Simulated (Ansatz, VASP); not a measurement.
# W: VASP beside Ansatz

```
CELL_PARAMETERS angstrom
0.00000 1.99913 1.99913
1.99913 0.00000 1.99913
1.99913 1.99913 0.00000
ATOMIC_POSITIONS crystal
W 0.00000 0.00000 0.00000
```

Alike in both runs: functional PBEsol; k mesh 18 × 18 × 18; occupations gaussian, width 0.1 eV; no spin polarisation.

Ansatz relaxed the structure, and its values are those at the end. VASP's run is a single point on that final structure, the one shown.

|  | VASP | Ansatz |
| --- | --- | --- |
| version | VASP 6.6.1 | Ansatz 0.2.0 |
| potentials or method | VASP PAW PBE potentials, release 64 (W_sv) | scalar-relativistic, plane waves, PAW |
| plane-wave cutoff (eV) | 520 | 420 |
| valence electrons in the cell | 14 | 14 |

```csv
,VASP,Ansatz,Ansatz less VASP
gap on the k mesh at the Fermi level (eV),none,none,-
pressure (GPa),0.6,0.0,-0.63
```

A gap of «none» marks a metal or a gap that the smearing closes. Ansatz warned: «pseudo_functional_mismatch».

Caveats: the PAW data sets were made with another functional, which shifts forces and pressure a little (VASP). Spin-orbit coupling is left out, which matters for the levels of W.
